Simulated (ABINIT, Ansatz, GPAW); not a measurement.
**Al2Cu: 4 runs at one level of theory**

```
Cu Al
1.0
     4.10518    0.00000    0.00000
     0.00000    4.10518    0.00000
     0.00000    0.00000    2.89131
Cu Al
1 2
Direct
  0.00000 0.00000 0.00000
  0.00000 0.50000 0.50000
  0.50000 0.00000 0.50000
```

The cell comes from a database or a generator and needn't be the stable form of this composition.

Alike in all runs: task single point; functional PBEsol; k mesh 7 × 7 × 9; occupations fermi-dirac, width 0.05 eV; no spin polarisation; no spin-orbit coupling. Pressure is positive in compression and, in plane waves, holds the error of the finite cutoff, which Ansatz's Pulay term estimates and takes out.

| program and potentials | plane-wave cutoff (eV) | notes | pressure (GPa) |
| --- | --- | --- | --- |
| Ansatz, Ansatz PAW | 420 | potentials made for PBE, which Ansatz adapts in part; 8.33 valence electrons an atom on average; Pulay term of +0.06 GPa included | -2.35 |
| GPAW, PAW data sets generated for this functional | 600 | 5.67 valence electrons an atom on average; this data set often lies off other programs | -1.83 |
| ABINIT, PseudoDojo NC SR PBEsol v0.4.1 standard | 1252 | 8.33 valence electrons an atom on average | -2.53 |
| Ansatz, all-electron LAPW, scalar-relativistic | - | - | -2.36 |

The pressure spans -2.53 (ABINIT, PseudoDojo NC SR PBEsol v0.4.1 standard) to -1.83 GPa (GPAW, PAW data sets generated for this functional), with all-electron results at -2.36.

The functional is the same throughout but for its coding, so the spread measures potentials, basis and numerics; runs on potential files found faulty are left out.
